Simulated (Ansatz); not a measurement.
# GaP: the cost of one run

Program: Ansatz 0.2.0. Level of theory: DFT PBE, scalar-relativistic, plane waves, PAW. These are calculated values, not measurements.

2 further runs of the same task are left out: 1 that didn't finish, 1 set aside as unsound or not needed.

## Step 1: The structure to begin with

It takes space group P6_222 (No. 180, hexagonal). Conventional cell: a = 3.656 Å, b = 3.656 Å, c = 8.007 Å, α = 90.00°, β = 90.00°, γ = 120.00°. Around Ga (site symmetry 222) lie 4 P at 2.26 Å. Around P (site symmetry 222) lie 4 Ga at 2.26 Å.

Coordinates:

```cif
data_structure
_symmetry_space_group_name_H-M 'P6_222'
_symmetry_Int_Tables_number 180
_cell_length_a 3.6562
_cell_length_b 3.6562
_cell_length_c 8.0072
_cell_angle_alpha 90.000
_cell_angle_beta 90.000
_cell_angle_gamma 120.000
_cell_volume 92.70
loop_
_atom_site_label
_atom_site_type_symbol
_atom_site_symmetry_multiplicity
_atom_site_Wyckoff_symbol
_atom_site_fract_x
_atom_site_fract_y
_atom_site_fract_z
_atom_site_occupancy
Ga1 Ga 3 d 0.00000 0.50000 0.16667 1
P1 P 3 c 0.50000 0.50000 0.33333 1
```

The cell is invented: 4-connected net, two elements alternating (P6_222, No. 180). Its size is a rough estimate.

## Step 2: Probe: one point on a coarse mesh

input.yaml reads:

```yaml
crystal:
  lattice:
    - [3.65621877, 0.0, 0.0]
    - [-1.82810938, 3.16637833, 0.0]
    - [0.0, 0.0, 8.00723692]
  atoms:
    - { symbol: Ga, position: [0.0, 0.5, 0.16666667] }
    - { symbol: Ga, position: [0.5, 0.5, 0.83333333] }
    - { symbol: Ga, position: [0.5, 0.0, 0.5] }
    - { symbol: P, position: [0.5, 0.5, 0.33333333] }
    - { symbol: P, position: [0.5, 0.0, 0.0] }
    - { symbol: P, position: [0.0, 0.5, 0.66666667] }
basis:
  ecutwfc: 420
kpoints:
  mp_grid: { grid: [6, 6, 2] }
hamiltonian:
  xc: pbe
scf:
  occupations: { method: gaussian, width: 0.1 }
  lower_state_search: "off"
output:
  forces: true
  stress: true
  eigenvalues: true
```

Command:

```console
$ ansatz run input.yaml --threads 1 --pin off --max-ram 2560MiB --backend cpu --events-out ev --progress --plain --runs-dir out
```

Q: Estimate wall time and peak memory on 1 thread of Arm Neoverse V2, shared host.

About 3.7 s, with a peak of 0.3 GiB.
